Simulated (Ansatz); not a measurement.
AlSb:
```
AlSb
1.0
    0.00000     3.07856     3.07856
    3.07856     0.00000     3.07856
    3.07856     3.07856     0.00000
Sb Al
1 1
Cartesian
  4.61785   4.61785   4.61785
  0.00000   0.00000   0.00000
```

x, y and z are the axes in which the lattice vectors are written.

**Question.** Give the high-frequency dielectric tensor and the Born effective charge tensors of the independent atoms from DFPT, the program Ansatz at the PBEsol level (PAW).

**Answer.** 
ε∞:
```
11.8  0.00  0.00
0.00  11.8  0.00
0.00  0.00  11.8
```
Z* of atom 1 (Sb), rows: field, columns: displacement, in e:
```
-1.85   0.00   0.00
 0.00  -1.85   0.00
 0.00   0.00  -1.85
```
Z* of atom 2 (Al), rows: field, columns: displacement, in e:
```
1.85  0.00  0.00
0.00  1.85  0.00
0.00  0.00  1.85
```

Space group F-43m (zinc blende). The cell was relaxed with PBEsol under the symmetry of its start. Spin–orbit coupling is left out wherever it is not named.

Potentials: the later of the program's two PAW sets.
